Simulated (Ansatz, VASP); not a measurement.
Two plane-wave programs on SnSe2

```
Sn Se
1.0
     3.81100    0.00000    0.00000
    -1.90550    3.30042    0.00000
     0.00000    0.00000    6.13700
Sn Se
1 2
Cartesian
  0.0000 0.0000 0.0000
  0.0000 2.2003 1.5342
  1.9055 1.1001 4.6027
```

Alike in both runs: task electric field gradients; functional PBE; k mesh 8 × 8 × 5; occupations fermi-dirac, width 0.02 eV; no spin polarisation.

|  | VASP | Ansatz |
| --- | --- | --- |
| version | VASP 6.6.1 | Ansatz 0.2.0 |
| potentials or method | VASP PAW PBE potentials, release 64 (Sn_d, Se) | PAW with Ansatz's default frozen-core files, scalar-relativistic |
| plane-wave cutoff (eV) | 520 | 420 |
| valence electrons in the cell | 26 | 46 |

```csv
,VASP,Ansatz,Ansatz less VASP
gap on the k mesh at the Fermi level (eV),0.79,0.80,+0.005
pressure (GPa),5.4,5.3,-0.08
largest component of the traceless stress (GPa),0.88,0.87,-0.004
rms of the force components (eV/Å),0.346,0.339,-0.0076
Vzz of the field gradient on the site that differs most (V/Å²),-92.4,-94.9,-2.55
```

Atom by atom the forces differ by 0.008 eV/Å (rms over components). The two sets of potentials don't hold the same shells in valence. Ansatz warned: «gradients_without_spin_orbit».

Caveats: spin-orbit coupling is left out, which moves the levels of the heavy elements; an odd mesh through Γ misses points on the zone boundary, where band edges often lie; the cell's inner coordinates are idealised or old, which leaves forces on the atoms; this functional lacks dispersion, which binds the layers, so the pressure and a relaxed spacing across them are unreliable.
